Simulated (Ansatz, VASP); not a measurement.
# As in VASP and in Ansatz

```
As
1.0
     0.00000    2.97962    2.97962
     2.97962    0.00000    2.97962
     2.97962    2.97962    0.00000
As
2
Direct
  0.87500 0.87500 0.87500
  0.12500 0.12500 0.12500
```

This isn't the form of As at room conditions, which is rhombohedral.

Alike in both runs: task single point; functional LDA; k mesh 13 × 13 × 13; occupations fermi-dirac, width 0.05 eV; no spin polarisation.

|  | VASP | Ansatz |
| --- | --- | --- |
| version | VASP 6.6.1 | Ansatz 0.2.0 |
| potentials or method | VASP PAW LDA potentials, release 64 (As), cutoff 520 eV | all-electron LAPW, scalar-relativistic |

VASP gave:

* pressure (GPa): 0.3

Question: Estimate Ansatz's values.

Answer: Pressure (GPa): 0.0.

Ansatz ran all-electron here, so the differences hold the error of VASP's frozen core and of both bases.
